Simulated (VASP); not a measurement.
Input of a VASP 6.6.1 run:

File INCAR:

```
SYSTEM = As
PREC = Accurate ; ENCUT = 520
EDIFF = 1E-6 ; ISMEAR = 0
SIGMA = 0.1 ; LREAL = .False.
LASPH = .True. ; NELM = 100
ALGO = Fast ; ISIF = 2
LWAVE = .False. ; LCHARG = .False.
GGA = PE ; NBANDS = 8
```

File KPOINTS:

```
Automatic mesh
0
Gamma
  16 16 16
  0 0 0
```

File POSCAR:

```
As
1.0
    2.7211745653      0.0000000000      0.0000000000
    0.0000000000      2.7211745653      0.0000000000
    0.0000000000      0.0000000000      2.7211745653
As
1
Direct
    0.5000000000      0.5000000000      0.5000000000
```

Potentials or basis: VASP PAW PBE potentials, release 64 (As).

Launch:

```sh
$ cat potpaw_PBE.64/As/POTCAR > POTCAR
$ mpirun -np 1 vasp_std > vasp.out
```

Question: Predict the band gap on the k mesh.

Answer: None (metal or under the smearing width).

Question: Estimate the pressure.

Answer: 0.8 GPa.
